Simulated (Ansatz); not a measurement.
Crystal: TiTe.

```xyz
2
Lattice="3.6311 0.0000 0.0000 0.0000 3.6311 0.0000 0.0000 0.0000 3.6311" Properties=species:S:1:pos:R:3 pbc="T T T"
Ti    0.0000    0.0000    0.0000
Te    1.8155    1.8155    1.8155
```

The cell comes from a database or a generator and needn't be the stable form of this composition.

Base run:

* Program: Ansatz 0.2.0
* Functional: LDA
* Potentials or basis: Ansatz PAW
* Cutoff: 420 eV
* Density cutoff: 1680 eV
* k mesh: 7 × 7 × 7
* Occupations: fermi-dirac, width 0.05 eV
* Spin: no spin polarisation
* Hubbard terms: Ti d U = 3 eV

Its results: band gap on the k mesh none (metal or under the smearing width); pressure -13.1 GPa.

Problem. The run is repeated on the same cell with these changes: hubbard terms from Ti d U = 3 eV to Ti d U = 1 eV. What comes out?

Solution. Band gap on the k mesh none (metal or under the smearing width); pressure -15.3 GPa.

Caveats: U without spin polarisation on a metal has little footing; the PAW data sets come from PBE, with cores solved anew for the run's functional, which leaves a small shift of forces and pressure; the U is typed as a test and isn't derived for this compound.

Not every run made on this cell is shown here.
